If the first gigapascal widens a band gap by 37 meV, twenty-five of them should widen it by 25 × 37 meV, or 0.925 eV. For the nitride AlGa₃N₄ the calculation gives only 0.735 eV. The straight line is right at the start and a quarter too high at the end. A slightly better rule, still short enough for the back of an envelope, removes nearly all of that error.

AlGa3N4 (8-atom cell, space group P-43m), relaxed at each pressure with its symmetry kept, in Ansatz 0.2.0: PBEsol, plane-wave PAW, scalar-relativistic, no spin polarisation. Cutoff 420 eV, Gamma-centred 6×6×6 k mesh, Gaussian smearing of 0.02 eV. Volume changes are relative to the cell relaxed at zero pressure; band gaps are taken on the k mesh.

```tsv
applied pressure (GPa)	volume change (%)	band gap (eV)
-1	0.53	2.253
1	-0.53	2.327
4	-2.01	2.431
12	-5.42	2.679
25	-9.94	3.025
```

## What happens

The band gap is the energy between the highest filled and the lowest empty electron states. It grows from row to row as the pressure rises, but each added gigapascal brings less. Around zero pressure the gain is 37 meV per GPa; between 12 and 25 GPa it is 27 meV per GPa.

The volume behaves in the same way. The first gigapascal takes about 0.53 % off it, yet 25 GPa takes off 9.94 %, well short of twenty-five times as much. This suggests that the gap follows the volume, and that the volume is what resists.

The steps between rows bear this out. Divide each change of the gap by the change of the logarithm of the volume, and the result, leaving aside its minus sign, stays between 6.9 and 7.1 eV over the whole range. The electrons respond to a given relative compression almost equally at every stage. What changes is the pressure needed to produce that compression.

## Why

Two separate pieces of physics are at work: one links the gap to the bond length, the other links the bond length to the pressure.

The first is the usual picture for a compound semiconductor of this kind. The lowest empty state is an antibonding mixture of metal and nitrogen s orbitals, and the highest filled state is mostly nitrogen p. Shorter bonds mean stronger overlap, which raises the antibonding state relative to the filled p state, so the gap opens. This is an argument from theory: the calculation gives the energies of the two states but not their orbital make-up.

The second is stiffening. The repulsion between neighbouring atoms rises steeply as they approach, so a compressed crystal is harder to compress further. The measure of this is the bulk modulus $B$, the pressure needed per unit of relative compression. From the computed volumes it is about 190 GPa near zero pressure and about 265 GPa on average between 12 and 25 GPa.

Neighbouring materials show what each piece does. Gallium arsenide has a direct gap between states of the same kind but is less than half as stiff, so its gap opens much faster per gigapascal. In silicon the lowest empty state is of a different type and hardly responds to bond length in this way; its gap even shrinks slightly under pressure. Stiffness sets how much compression a pressure buys, and the type of the empty state sets what that compression does to the gap.

## The rule

Let $P$ be the applied pressure, $V$ the volume and $V_0$ the volume at zero pressure. Measure the compression by $s=\ln(V_0/V)$, which for small changes is simply the fraction of volume lost. Each small step of pressure adds $dP/B$ to $s$.

For many solids the bulk modulus grows by roughly 4 GPa for every GPa applied, so $B\approx B_0+4P$, where $B_0$ is its value at zero pressure. On the way from zero to $P$ its average is then $B_0+2P$. Dividing the pressure by this average stiffness gives the compression, and a constant $k$ turns compression into gap:

$$s\approx\frac{P}{B_0+2P},\qquad E_g\approx E_0+k\,s .$$

Here $E_g$ is the gap and $E_0$ its value at zero pressure.

The three material constants come from the rows at −1 and 1 GPa alone. The mean of their gaps gives $E_0=2.290$ eV. The difference of their gaps, divided by the difference of their logarithmic volumes, gives $k\approx 7$ eV. The difference of their pressures, divided in the same way, gives $B_0\approx 190$ GPa. With pressure in GPa and the gap in eV, the rule reads

$$E_g\approx 2.29+\frac{7P}{190+2P}.$$

At low pressure the term $2P$ hardly counts, and the straight line of $7/190$ eV, or 37 meV, per GPa returns. If the crystal never stiffened, that line would hold throughout. The whole bend of the curve therefore sits in the $2P$.

## Two rows worked by hand

Take 25 GPa, the hardest case. The average stiffness is 190 + 2 × 25 = 240 GPa, so the compression is 25/240 = 0.1042. Multiplied by 7 eV this gives a gain of 0.729 eV and a gap of 3.019 eV. The calculation gives 3.025 eV.

The same compression gives the volume. The remaining fraction is $e^{-s}$, which by hand is close to $1-s+s^2/2$, here 0.901. The crystal has lost 9.9 % of its volume, in agreement with the table.

At 12 GPa the average stiffness is 214 GPa and the compression 0.0561. The gain is then 0.393 eV and the gap 2.683 eV, against a computed 2.679 eV. Neither of these rows was used to fit the constants, so both show how far the rule carries beyond the rows it was built on.

## How far to trust it

The rule reproduces every gap in the table to within 6 meV, which at 25 GPa is less than 1 % of the gain. That is better than it could promise in advance. The growth rate of 4 is a typical value, and a solid may well have 3 or 5 instead. Either choice would shift the estimate at 25 GPa by about 0.04 eV, or some 5 % of the gain, and this is the fairer figure to expect when the stiffening of a material is not known. The close fit also owes something to the use of the set pressures in finding $B_0$. The runs set to −1 and 1 GPa really reached pressures about 2 % larger; with those, $B_0$ comes out as 193 GPa, and the estimate at 25 GPa falls about 15 meV short.

Here the computed volumes support the choice of 4. The bulk moduli found between successive rows lie within 2 % of $190+4P$, taken at the middle pressure of each step.

The logarithm matters less than the stiffening, but it does matter. Multiplying $k$ by the plain percentage of volume lost would make the gap at 25 GPa about 0.04 eV too small. Up to 4 GPa the two versions differ by less than 2 meV.

## Where the range ends

The starting value of 2.29 eV should not be taken for the gap of a real sample. The functional used here, PBEsol, makes the gaps of nitrides too small. A sensible course is to put a measured gap in place of $E_0$ and keep the pressure term, though the table has no measurement to show how well that term carries over.

The crystal may also change its structure. Both AlN and GaN turn into the denser rocksalt form under pressure, AlN probably within the range covered here. The calculation held the original symmetry fixed, so its rows at 12 and 25 GPa describe this structure whether or not a real crystal would have it.

The rule further assumes that the lowest empty state keeps its type. If a state that responds weakly to compression became the lowest, the gap would all but stop climbing. The steady 7 eV per unit of compression shows no sign of this up to 25 GPa. The fact that the computed gap is direct in every row is a poor guard, because in this cell some states that make a simple zincblende crystal indirect are counted at the same point as the direct ones.

Far beyond the table the formula fails by its own construction. As $P$ grows without limit, $s$ tends to one half and the gap gain to 3.5 eV. That ceiling comes from replacing a varying stiffness by its simple average, and no property of the crystal stands behind it.

## What to do with it

For another crystal of this type, find the gap and the volume at two small pressures, one on each side of zero. They supply $E_0$, $k$ and $B_0$; take 4 for the growth of the stiffness unless a better value is known. Below about 4 GPa the straight line is enough for this nitride, with an error that reaches only about 6 meV at 4 GPa. Above that, divide by the average stiffness.

The pressure must act equally from all sides. A film stretched or squeezed by its substrate changes shape as well as volume, and the shape change shifts and splits the electron states in ways that this rule does not contain.
